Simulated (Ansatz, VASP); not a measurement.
NaH in VASP and in Ansatz

INCAR

```
ALGO = Fast
EDIFF = 1E-7
ENCUT = 520
GGA = CA
ISIF = 2
ISMEAR = 0
LASPH = True
LCHARG = False
LREAL = False
LWAVE = False
NBANDS = 11
NELM = 100
PREC = Accurate
SIGMA = 0.05
```

KPOINTS

```
k-points
0
Gamma
  8 8 8
```

File POSCAR:

```
NaH
1.0
    0.0000000000      2.4400000000      2.4400000000
    2.4400000000      0.0000000000      2.4400000000
    2.4400000000      2.4400000000      0.0000000000
Na H
1 1
Direct
    0.0000000000      0.0000000000      0.0000000000
    0.5000000000      0.5000000000      0.5000000000
```

Input for Ansatz:

```yaml
crystal:
  lattice:
    - [0.0, 2.44, 2.44]
    - [2.44, 0.0, 2.44]
    - [2.44, 2.44, 0.0]
  atoms:
    - { symbol: Na, position: [0.0, 0.0, 0.0] }
    - { symbol: H, position: [0.5, 0.5, 0.5] }
basis:
  ecutwfc: 420
kpoints:
  mp_grid: { grid: [8, 8, 8] }
hamiltonian:
  xc: lda
scf:
  occupations: { method: gaussian, width: 0.05 }
output:
  forces: true
  stress: true
  eigenvalues: true
```

Alike in both runs: task single point; functional LDA; k mesh 8 × 8 × 8; occupations gaussian, width 0.05 eV; no spin polarisation.

```csv
,VASP,Ansatz
version,VASP 6.6.1,Ansatz 0.2.0
potentials or method,"VASP PAW LDA potentials, release 64 (Na_pv, H)","scalar-relativistic, plane waves, PAW"
plane-wave cutoff (eV),520,420
valence electrons in the cell,8,10
```

|  | VASP | Ansatz | Ansatz less VASP |
| --- | --- | --- | --- |
| gap on the k mesh at the Fermi level (eV) | 3.36 | 3.36 | +0.001 |
| least direct gap on the mesh (eV) | 4.26 | 4.27 | +0.004 |
| pressure (GPa) | -2.7 | -2.6 | +0.05 |

The two sets of potentials don't hold the same shells in valence.

A k mesh can miss the band edges. A hybrid or GW would open this gap; LDA tends to underestimate it.
